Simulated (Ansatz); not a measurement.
# Sr: pressure against volume

One table from this session's results is given with a row withheld; the runs are named, their logs left out.

This is Sr in the hcp structure; at room conditions it is fcc.

Method: DFT PBE, scalar-relativistic, in Ansatz 0.2.0.

### The system as given

The structure is hexagonal, space group P6_3/mmc (No. 194). Conventional cell: a = 4.310 Å, b = 4.310 Å, c = 7.050 Å, α = 90.00°, β = 90.00°, γ = 120.00°. Around Sr (site symmetry -6m2) lie 12 Sr at 4.31 Å.

Structure file:

```cif
data_structure
_symmetry_space_group_name_H-M 'P6_3/mmc'
_symmetry_Int_Tables_number 194
_cell_length_a 4.3100
_cell_length_b 4.3100
_cell_length_c 7.0500
_cell_angle_alpha 90.000
_cell_angle_beta 90.000
_cell_angle_gamma 120.000
_cell_volume 113.42
loop_
_atom_site_label
_atom_site_type_symbol
_atom_site_symmetry_multiplicity
_atom_site_Wyckoff_symbol
_atom_site_fract_x
_atom_site_fract_y
_atom_site_fract_z
_atom_site_occupancy
Sr1 Sr 2 c 0.33333 0.66667 0.25000 1
```

The file gives the conventional cell by its symmetry; the runs use the cell typed in the input.

Structure: COD 1540836, as refined from experiment and not relaxed.

Atoms are numbered in the order of the input: Sr1, Sr2.

Set-up of the first run:

input.yaml reads:

```yaml
crystal:
  lattice:
    - [4.2517498339, 0.0, 0.0]
    - [-2.125874917, 3.6821233666, 0.0]
    - [0.0, 0.0, 6.9547180496]
  atoms:
    - { symbol: Sr, position: [0.3333333333, 0.6666666667, 0.25] }
    - { symbol: Sr, position: [0.6666666667, 0.3333333333, 0.75] }
kpoints:
  mp_grid: { grid: [10, 10, 5] }
scf:
  occupations: { method: fermi_dirac, width: 0.08 }
hamiltonian:
  xc: pbe
  pseudopotentials: { kind: all_electron, lapw: { basis_error: 0.001 } }
output:
  forces: true
  stress: true
  eigenvalues: true
```

Command:

```console
$ ansatz run input.yaml --threads 1 --pin off --max-ram 2048MiB --backend cpu --events-out ev --progress --plain --runs-dir out
```

Among the steps run: Volume × 0.96, LAPW; Volume × 0.96, PAW; Volume × 0.96, crystal datasets; Volume × 0.98, LAPW; Volume × 0.98, PAW; Volume × 1.02, LAPW; Volume × 1.02, PAW; Volume × 1.04, LAPW; Volume × 1.04, PAW; Volume × 1.04, crystal datasets.

One table of the session follows, with a row left open; its other results are not shown here.

| method | volume (Å³/atom) | pressure (GPa) |
| --- | --- | --- |
| LAPW | 54.440 | 0.19 |
| LAPW | 55.574 | -0.06 |
| LAPW | 56.708 | -0.28 |
| LAPW | 57.842 | -0.49 |
| LAPW | 58.976 | -0.68 |
| PAW | 54.440 | ? |
| PAW | 55.574 | -0.06 |
| PAW | 56.708 | -0.28 |
| PAW | 57.842 | -0.49 |
| PAW | 58.976 | -0.68 |
| crystal datasets | 54.440 | 0.19 |
| crystal datasets | 56.708 | -0.28 |
| crystal datasets | 58.976 | -0.68 |

**Question.** Estimate the row for PAW, 54.440.

**Answer.** pressure (GPa): 0.18. In the column «pressure (GPa)» it lies between PAW, 55.574 (-0.06) and LAPW, 54.440 (0.19).

To keep in mind: Shape and positions are held, so a fully relaxed modulus can be lower. Warnings in the runs' records: gradients without spin orbit, crystal datasets made.
